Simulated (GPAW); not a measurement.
The system is I.

```
I
1.0
     0.00000    2.36560    3.90984
     2.19225    0.00000    3.90984
     2.19225    2.36560    0.00000
I
1
Direct
  0.00000 0.00000 0.00000
```

| Quantity | Value |
| --- | --- |
| Program | GPAW 26.7.0 |
| Task | relaxation of cell and atoms |
| Functional | MS2 |
| Potentials or basis | GPAW PAW data sets (gpaw-data 1.2.1) |
| Cutoff | 600 eV |
| Basis | pw |
| k mesh | 7 × 7 × 7 |
| Occupations | fermi-dirac, width 0.05 eV |
| Spin | no spin polarisation |

At the start: pressure -0.6 GPa; volume 40.55 Å³/atom.

Where does the relaxation end?

Over 6 steps the energy falls by 2.5 meV/atom and the volume is 40.35 Å³/atom (-0.5 %); space group Fmmm (No. 69, to 0.05 Å).

The path:
| step | energy change (eV) | largest force (eV/Å) | pressure (GPa) | volume (Å³) |
| --- | --- | --- | --- | --- |
| 1 | 0.0000 | 0.0000 | -0.56 | 40.55 |
| 2 | -0.0013 | 0.0000 | -0.32 | 40.31 |
| 3 | -0.0022 | 0.0000 | 0.07 | 39.94 |
| 4 | -0.0022 | 0.0000 | 0.05 | 39.97 |
| 5 | -0.0024 | 0.0000 | -0.03 | 40.26 |
| 6 | -0.0025 | 0.0000 | -0.02 | 40.35 |

Final structure:
```yaml
crystal:
  lattice:
    - [0.00000, 2.33591, 3.94851]
    - [2.18762, 0.00000, 3.94851]
    - [2.18762, 2.33591, 0.00000]
  atoms:
    - { symbol: I, position: [0.00000, 0.00000, 0.00000] }
```

Caveat: later steps reuse the first step's grids; the PAW data sets were made with another functional, which shifts forces and pressure a little; an odd number of electrons without spin polarisation forces a metal; a magnetic or distorted state may lie lower.
